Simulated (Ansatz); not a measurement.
Pressure against volume: Zn

```
Zn
1.0
     2.61436    0.00000    0.00000
    -1.30718    2.26410    0.00000
     0.00000    0.00000    4.87316
Zn
2
Cartesian
  0.0000 1.5094 1.2183
  1.3072 0.7547 3.6549
```

The cell is the one relaxed in the Materials Project (mp-79), not relaxed further here; entries there can be hypothetical.

All numbers are computed: DFT, PBEsol, all-electron LAPW, scalar-relativistic (Ansatz 0.2.0); DFT, PBEsol, PAW with Ansatz's default frozen-core files, scalar-relativistic (Ansatz 0.2.0).

For LAPW: a Γ-centred 18×18×9 k mesh, Fermi–Dirac smearing of 0.03 eV, basis error target 0.5 meV/atom, no spin polarisation. PAW takes a cutoff of 420 eV at this cell (files made with PBE, cores remade for this functional). The Ansatz runs share mesh, smearing and spin set-up. Plane-wave (PAW) pressures include the program's estimate of the Pulay term.

The cell above is scaled evenly, with fractional coordinates and shape held.

| V/V(cell) | V (Å³/atom) | P, LAPW (GPa) | P, PAW (GPa) | free energy over the lowest listed, PAW (meV/atom) |
| --- | --- | --- | --- | --- |
| 0.9405 | 13.564 | 4.84 | 4.83 | 9.1 |
| 0.9800 | 14.134 | 0.49 | 0.47 | 0.0 |
| 1.0000 | 14.423 | -1.34 | -1.36 | 0.8 |
| 1.0200 | 14.711 | -2.97 | -2.98 | 4.8 |
| 1.0600 | 15.288 | -5.65 | -5.67 | 20.5 |

Problem. What do Birch–Murnaghan fits to the pressures give?

Solution. LAPW: V0 = 14.21 Å³/atom, B0 = 93 GPa, B0′ = 5.1; PAW: V0 = 14.20 Å³/atom, B0 = 93 GPa, B0′ = 5.1.

PAW's V0 lies -0.02 % from the all-electron value and its B0 0.1 %. With shape and internal coordinates held, B0 is an upper bound to the relaxed modulus.
